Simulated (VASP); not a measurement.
# SnTe: single point with PBE

SnTe:

```
Te Sn
1.0
     3.90470    0.00000    0.00000
     0.00000    3.90470    0.00000
     0.00000    0.00000    3.90470
Te Sn
1 1
Direct
  0.50000 0.50000 0.50000
  0.00000 0.00000 0.00000
```

Measurements of this composition are mostly on another form, of space group No. 225.

- Program: VASP 6.6.1
- Task: single point
- Functional: PBE
- Potentials or basis: VASP PAW PBE potentials, release 64 (Te_GW, Sn_d_GW)
- Cutoff: 350 eV
- k mesh: 3 × 3 × 3
- Occupations: gaussian, width 0.02 eV
- Spin: no spin polarisation
- Further INCAR settings: ALGO = Normal; EDIFF = 1e-06; NBANDS = 17

```yaml
Pressure: 1.1 GPa
Band_gap_on_the_k_mesh: 0.57 eV, indirect (least direct gap 2.11 eV)
```

Levels at points of the mesh, in eV from the valence-band top:
| k point | band 8 | band 9 | band 10 | band 11 | band 12 | band 13 |
| --- | --- | --- | --- | --- | --- | --- |
| (0.00, 0.00, 0.00) | -1.61 | -1.61 | -1.61 | 3.68 | 3.68 | 5.41 |

Run time: 8.5 s on 1 thread of AMD EPYC 7R43 64-Core Processor (Zen 3), with other jobs on the host, peak memory 0.1 GiB.

Caveat: the k mesh is coarse (spacing up to 0.54 Å⁻¹), so the values aren't converged; spin-orbit coupling is left out, which moves the levels of the heavy elements; an odd mesh through Γ misses points on the zone boundary, where band edges often lie.
